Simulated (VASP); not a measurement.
# TiS2 (db) (P-3m1) in VASP: single point with PBE+D3(BJ)

Aim: the single point of TiS2 (db) with PBE+D3(BJ).

Everything below comes from runs of VASP 6.6.1. Logs are shortened: lines on timing, memory, paths and dates and some standing lists are left out, and cuts for length are marked.

## (1) The undisturbed crystal

Symmetry: P-3m1, No. 164, trigonal system. The conventional cell has a = 3.412 Å, b = 3.412 Å, c = 5.695 Å, α = 90.00°, β = 90.00°, γ = 120.00°. Ti (site symmetry -3m) is surrounded by 6 S at 2.42 Å. Around S (site symmetry 3m) lie 3 Ti at 2.42 Å.

## (2) Single point, PBE+D3(BJ) (the database cell kept)

Input file INCAR:

```
  PREC = Accurate
  ENCUT = 520
  EDIFF = 1E-7
  ISMEAR = 0
  SIGMA = 0.1
  LREAL = F
  LASPH = T
  NELM = 100
  ALGO = Fast
  ISIF = 2
  LWAVE = F
  LCHARG = F
  GGA = PE
  IVDW = 12
  NBANDS = 19
```

Input file KPOINTS:

```
regular mesh
0
Gamma
  15 15 8
```

Input file POSCAR:

```
TiS2
1.0
    3.4120000000      0.0000000000      0.0000000000
   -1.7060000000      2.9548786777      0.0000000000
    0.0000000000      0.0000000000      5.6950000000
Ti S
1 2
Direct
    0.0000000000      0.0000000000      0.0000000000
    0.3333333333      0.6666666667      0.2481841445
    0.6666666667      0.3333333333      0.7518158555
```

Potentials or basis: VASP PAW PBE potentials, release 64 (Ti_sv, S).

The run is started by

```bash
$ cat potpaw_PBE.64/Ti_sv/POTCAR potpaw_PBE.64/S/POTCAR > POTCAR
$ mpirun -np 1 vasp_std > vasp.out
```

OUTCAR:

```text
PREC = Accurate
   ENCUT = 520
   EDIFF = 1E-7
   ISMEAR = 0
   LREAL = F
   LASPH = T
   NELM = 100
   ISIF = 2
   GGA = PE
   IVDW = 12
 IVDW          = 12

 ion  position               nearest neighbor table
   1  0.000  0.000  0.000-   2 2.42   3 2.42   2 2.42   3 2.42   3 2.42   2 2.42
   2  0.333  0.667  0.248-   1 2.42   1 2.42   1 2.42
   3  0.667  0.333  0.752-   1 2.42   1 2.42   1 2.42

  LATTYP: Found a hexagonal cell.
 ALAT       =     3.4120000000
 C/A-ratio  =     1.6691090270

  Lattice vectors:

 A1 = (   3.4120000000,   0.0000000000,   0.0000000000)
 A2 = (  -1.7060000000,   2.9548786777,   0.0000000000)
 A3 = (   0.0000000000,   0.0000000000,   5.6950000000)

Analysis of symmetry for initial positions (statically):
=====================================================================
 Subroutine PRICEL returns:
 Original cell was already a primitive cell.

 Routine SETGRP: Setting up the symmetry group for a
 hexagonal supercell.

 Subroutine GETGRP returns: Found 12 space group operations
 (whereof 12 operations were pure point group operations)
 out of a pool of 24 trial point group operations.

The static configuration has the point symmetry D_3d.

Analysis of symmetry for dynamics (positions and initial velocities):
=====================================================================
 Subroutine PRICEL returns:
 Original cell was already a primitive cell.

 Routine SETGRP: Setting up the symmetry group for a
 hexagonal supercell.

 Subroutine GETGRP returns: Found 12 space group operations
 (whereof 12 operations were pure point group operations)
 out of a pool of 24 trial point group operations.

The dynamic configuration has the point symmetry D_3d.

 Subroutine INISYM returns: Found 12 space group operations
 (whereof 12 operations are pure point group operations),
 and found     1 'primitive' translations

----------------------------------------------------------------------------------------

                                     Primitive cell

  volume of cell :      57.4173

  direct lattice vectors                    reciprocal lattice vectors
     3.412000000  0.000000000  0.000000000     0.293083236  0.169211685  0.000000000
    -1.706000000  2.954878678  0.000000000     0.000000000  0.338423370  0.000000000
     0.000000000  0.000000000  5.695000000     0.000000000  0.000000000  0.175592625

  length of vectors
     3.412000000  3.412000000  5.695000000     0.338423370  0.338423370  0.175592625

  position of ions in fractional coordinates (direct lattice)
     0.000000000  0.000000000  0.000000000
     0.333333333  0.666666667  0.248184145
     0.666666667  0.333333333  0.751815855

  ion indices of the primitive-cell ions
   primitive index   ion index
                 1           1
                 2           2
                 3           3

----------------------------------------------------------------------------------------

 KPOINTS: regular mesh

Automatic generation of k-mesh.
 Grid dimensions read from file:
 generate k-points for:   15   15    8

 Generating k-lattice:

  Cartesian coordinates                     Fractional coordinates (reciprocal lattice)
     0.019538882  0.011280779  0.000000000     0.066666667  0.000000000  0.000000000
     0.000000000  0.022561558  0.000000000     0.000000000  0.066666667  0.000000000
     0.000000000  0.000000000  0.021949078     0.000000000  0.000000000  0.125000000

  Length of vectors
     0.022561558  0.022561558  0.021949078

  Shift w.r.t. Gamma in fractional coordinates (k-lattice)
     0.000000000  0.000000000  0.000000000

 Subroutine IBZKPT returns following result:
 ===========================================

 Found    192 irreducible k-points:

 Following reciprocal coordinates:
            Coordinates               Weight
  0.000000  0.000000  0.000000      1.000000
  0.066667  0.000000  0.000000      6.000000
  0.133333  0.000000  0.000000      6.000000
  0.200000 -0.000000  0.000000      6.000000
  0.266667  0.000000  0.000000      6.000000
  0.333333 -0.000000  0.000000      6.000000
[... 16 lines left out ...]
  0.333333  0.200000  0.000000     12.000000
  0.400000  0.200000  0.000000      6.000000
 [... further k-points ...]
   k-points           NKPTS =    192   k-points in BZ     NKDIM =    192   number of bands    NBANDS=     19
   number of dos      NEDOS =    301   number of ions     NIONS =      3
   total plane-waves  NPLWV =  32928
   dimension x,y,z NGX =    28 NGY =   28 NGZ =   42
   dimension x,y,z NGXF=    56 NGYF=   56 NGZF=   84
   ions per type =               1   2
   NGX,Y,Z   is equivalent  to a cutoff of  13.64, 13.64, 12.26 a.u.
   NGXF,Y,Z  is equivalent  to a cutoff of  27.29, 27.29, 24.52 a.u.
 SYSTEM =  unknown system
   PREC   = accura    normal or accurate (medium, high low for compatibility)
   ISTART =      0    job   : 0-new  1-cont  2-samecut
   ICHARG =      2    charge: 1-file 2-atom 10-const
   ISPIN  =      1    spin polarized calculation?
   LNONCOLLINEAR =      F non collinear calculations
   LSORBIT =      F    spin-orbit coupling
   LASPH  =      T    aspherical Exc in radial PAW
   ENCUT  =  520.0 eV  38.22 Ry    6.18 a.u.   6.34  6.34 10.59*2*pi/ulx,y,z
   NELM   =    100;   NELMIN=  2; NELMDL= -5     # of ELM steps
   EDIFF  = 0.1E-06   stopping-criterion for ELM
[... 8 lines left out ...]
   TEBEG  =    0.0;   TEEND  =   0.0 temperature during run
   PSTRESS=    0.0 pullay stress
   NELECT =      24.0000    total number of electrons
   NUPDOWN=      -1.0000    fix difference up-down
   EMIN   =  10.00;   EMAX   =-10.00  energy-range for DOS
   EFERMI =   0.00;   METHOD = LEGACY
   ISMEAR =     0;   SIGMA  =   0.10  broadening in eV -4-tet -1-fermi 0-gaus
   EFERMI_NEDOS =   21; number of points for ismear=-14 and -15
   IALGO  =     68    algorithm
   IMIX   =      4    mixing-type and parameters
     AMIX     =   0.40;   BMIX     =  1.00
     AMIX_MAG =   1.60;   BMIX_MAG =  1.00
  volume/ion in A,a.u.               =      19.14       129.16
  Fermi-wavevector in a.u.,A,eV,Ry     =   1.224046  2.313112 20.385458  1.498289
  Thomas-Fermi vector in A             =   2.359135
   LORBIT       =      0    0 simple, 1 ext, 2 COOP (PROOUT), +10 PAW based schemes
   GGA     = PE    functional components
   LHFCALC =     F    Hartree Fock is set to
   AEXX    =    0.0000 exact exchange contribution
   IVDW    =    12    specifies the selected vdW correction
   LEPSILON=     F    determine dielectric tensor
   LRPA    =     F    only Hartree local field effects (RPA)
 non-spin polarized calculation
 RMM-DIIS sequential band-by-band and
 Gauss-broadening in eV      SIGMA  =   0.10
  energy-cutoff  :      520.00
  volume of cell :       57.42
 maximum number of plane-waves:      1569
 NGX is ok and might be reduce to    28
   NGX = 13   NGY = 13   NGZ = 21

 number of electron      24.0000000 magnetization

 Free energy of the ion-electron system (eV)
  ---------------------------------------------------
  ext. energy  EPLUGINS =         0.00000000
  ---------------------------------------------------
  free energy    TOTEN  =       -19.93154177 eV

  energy without entropy =      -19.92982529  energy(sigma->0) =      -19.93068353

 E-fermi :   5.4202     XC(G=0): -10.0852

 val. band max:        5.4008554019   @ k =   0.4667   0.0000   0.5000
 cond. band min:       5.4298127465   @ k =   0.0000   0.4667   0.3750
 fundamental gap:      0.0289573447
 Fermi energy:         5.4202152890

 k-point     1 :       0.0000    0.0000    0.0000
  band No.  band energies     occupation
      1     -52.2381      2.00000
      2     -28.4636      2.00000
      3     -28.4171      2.00000
      4     -28.4171      2.00000
      5      -8.3327      2.00000
      6      -6.6438      2.00000
[... 11 lines left out ...]
     18      11.5012      0.00000
     19      12.3227      0.00000

 k-point     2 :       0.0667    0.0000    0.0000
  band No.  band energies     occupation
      1     -52.2376      2.00000
      2     -28.4625      2.00000
      3     -28.4227      2.00000
      4     -28.4184      2.00000
      5      -8.2801      2.00000
      6      -6.6329      2.00000
[... 11 lines left out ...]
     18      11.8300      0.00000
     19      12.5572      0.00000

 k-point     3 :       0.1333    0.0000    0.0000
  band No.  band energies     occupation
      1     -52.2361      2.00000
      2     -28.4595      2.00000
      3     -28.4385      2.00000
      4     -28.4220      2.00000
      5      -8.1266      2.00000
      6      -6.6024      2.00000
[... 11 lines left out ...]
     18      12.5114      0.00000
     19      13.1352      0.00000

 k-point     4 :       0.2000   -0.0000    0.0000
  band No.  band energies     occupation
      1     -52.2340      2.00000
      2     -28.4620      2.00000
      3     -28.4546      2.00000
      4     -28.4273      2.00000
      5      -7.8852      2.00000
      6      -6.5587      2.00000
[... 11 lines left out ...]
     18      12.9690      0.00000
     19      13.7327      0.00000

 k-point     5 :       0.2667    0.0000    0.0000
  band No.  band energies     occupation
      1     -52.2316      2.00000
      2     -28.4883      2.00000
      3     -28.4495      2.00000
      4     -28.4333      2.00000
      5      -7.5795      2.00000
      6      -6.5124      2.00000
[... 11 lines left out ...]
     18      12.9082      0.00000
     19      14.0026      0.00000

 k-point     6 :       0.3333   -0.0000    0.0000
  band No.  band energies     occupation
      1     -52.2292      2.00000
      2     -28.5135      2.00000
      3     -28.4445      2.00000
      4     -28.4391      2.00000
      5      -7.2453      2.00000
      6      -6.4783      2.00000
[... 11 lines left out ...]
     18      12.6784      0.00000
     19      13.2796      0.00000

 k-point     7 :       0.4000    0.0000    0.0000
  band No.  band energies     occupation
      1     -52.2274      2.00000
      2     -28.5330      2.00000
      3     -28.4436      2.00000
      4     -28.4406      2.00000
      5      -6.9309      2.00000
      6      -6.4766      2.00000
[... 11 lines left out ...]
     18      12.4654      0.00000
     19      12.8799      0.00000

 k-point     8 :       0.4667    0.0000    0.0000
  band No.  band energies     occupation
      1     -52.2264      2.00000
      2     -28.5437      2.00000
      3     -28.4461      2.00000
      4     -28.4384      2.00000
      5      -6.6884      2.00000
      6      -6.5323      2.00000
[... 256 lines left out ...]
 k-point    20 :       0.4000    0.1333    0.0000
  band No.  band energies     occupation
      1     -52.2259      2.00000
      2     -28.5368      2.00000
      3     -28.4594      2.00000
      4     -28.4374      2.00000
      5      -6.6301      2.00000
      6      -6.5014      2.00000
[... 11 lines left out ...]
     18      12.7107      0.00000
     19      13.2489      0.00000

 k-point    21 :       0.2000    0.2000    0.0000
  band No.  band energies     occupation
      1     -52.2286      2.00000
      2     -28.5077      2.00000
      3     -28.4528      2.00000
      4     -28.4429      2.00000
      5      -7.1728      2.00000
      6      -6.4582      2.00000
[... 11 lines left out ...]
     18      13.3335      0.00000
     19      14.3990      0.00000

 k-point    22 :       0.2667    0.2000    0.0000
  band No.  band energies     occupation
      1     -52.2269      2.00000
      2     -28.5195      2.00000
      3     -28.4635      2.00000
      4     -28.4395      2.00000
      5      -6.8905      2.00000
      6      -6.4369      2.00000
[... 11 lines left out ...]
     18      12.7899      0.00000
     19      14.5096      0.00000

 k-point    23 :       0.3333    0.2000    0.0000
  band No.  band energies     occupation
      1     -52.2257      2.00000
      2     -28.5269      2.00000
      3     -28.4714      2.00000
      4     -28.4371      2.00000
      5      -6.6587      2.00000
      6      -6.4459      2.00000
[... 11 lines left out ...]
     18      12.4713      0.00000
     19      14.0841      0.00000

 k-point    24 :       0.4000    0.2000    0.0000
  band No.  band energies     occupation
      1     -52.2253      2.00000
      2     -28.5294      2.00000
      3     -28.4743      2.00000
      4     -28.4363      2.00000
      5      -6.5165      2.00000
      6      -6.5054      2.00000
[... 11 lines left out ...]
     18      12.3777      0.00000
     19      14.0122      0.00000

 [... further k-points ...]

------------------------ aborting loop because EDIFF is reached ----------------------------------------

 Edisp (eV)   -1.15156

 E8    (eV) :    -0.4666

  FORCE on cell =-STRESS in cart. coord.  units (eV):
  Direction    XX          YY          ZZ          XY          YZ          ZX
  --------------------------------------------------------------------------------------
  -------------------------------------------------------------------------------------
  Total      -0.99278    -0.99278    -0.51459     0.00000     0.00000     0.00000
  in kB     -27.70277   -27.70277   -14.35929     0.00000     0.00000     0.00000
  external pressure =      -23.25 kB  Pullay stress =        0.00 kB

 VOLUME and BASIS-vectors are now :
 -----------------------------------------------------------------------------
  energy-cutoff  :      520.00
  volume of cell :       57.42
      direct lattice vectors                 reciprocal lattice vectors
     3.412000000  0.000000000  0.000000000     0.293083236  0.169211685  0.000000000
    -1.706000000  2.954878678  0.000000000     0.000000000  0.338423370  0.000000000
     0.000000000  0.000000000  5.695000000     0.000000000  0.000000000  0.175592625

 POSITION                                       TOTAL-FORCE (eV/Angst)
 -----------------------------------------------------------------------------------
      0.00000      0.00000      0.00000         0.000000      0.000000      0.000000
     -0.00000      1.96992      1.41341         0.000000     -0.000000      0.005662
      1.70600      0.98496      4.28159        -0.000000      0.000000     -0.005662
 -----------------------------------------------------------------------------------
    total drift:                               -0.000000     -0.000000     -0.000000

  FREE ENERGIE OF THE ION-ELECTRON SYSTEM (eV)
  ---------------------------------------------------
  free  energy   TOTEN  =       -21.0831029186 eV

  energy  without entropy=      -21.0813864339  energy(sigma->0) =      -21.08224468
```

Wall time 3.1 min (1 thread of Intel Xeon 6975P-C (Granite Rapids), shared host); peak memory 0.33 GiB.

Results:

```
Free energy                : -21.0831 eV
Pressure                   : -2.3 GPa
Largest force              : 0.006 eV/Å
Band gap on the k mesh     : none (metal or under the smearing width)
Dispersion energy per atom : -0.384 eV
```

Forces in eV/Å, atoms in the order of the input:
```
Ti   0.000  0.000  0.000
S    0.000  0.000  0.006
S    0.000  0.000 -0.006
```
